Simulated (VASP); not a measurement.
Data:

```yaml
crystal:
  lattice:
    - [0.00000, 3.08421, 3.08421]
    - [3.08421, 0.00000, 3.08421]
    - [3.08421, 3.08421, 0.00000]
  atoms:
    - { symbol: Al, position: [0.00000, 0.00000, 0.00000] }
    - { symbol: Sb, position: [0.26621, 0.26621, 0.23379] }
```

The numbers are results of PBEsol GGA, VASP's PBE PAW potentials (set 64) (plane waves; VASP), not measurements. Settings: 480 eV cut-off, 8×8×8 Γ-centred mesh, Gaussian smearing of 0.050 eV, potentials Al Sb.

Question: Which forces act on the atoms, in eV/Å?

Answer: 
```tsv
atom	Fx	Fy	Fz
Al1	0.000	0.000	0.786
Sb2	0.000	0.000	-0.786
```

Question: Give the stress tensor in GPa (positive for a compressed cell).

Answer: 
```
 0.28  -2.08   0.00
-2.08   0.28   0.00
 0.00   0.00   0.00
```
The pressure is its mean diagonal, 0.18 GPa.

The compound is AlSb in the zinc blende structure. This cell was strained or had an atom moved on purpose.
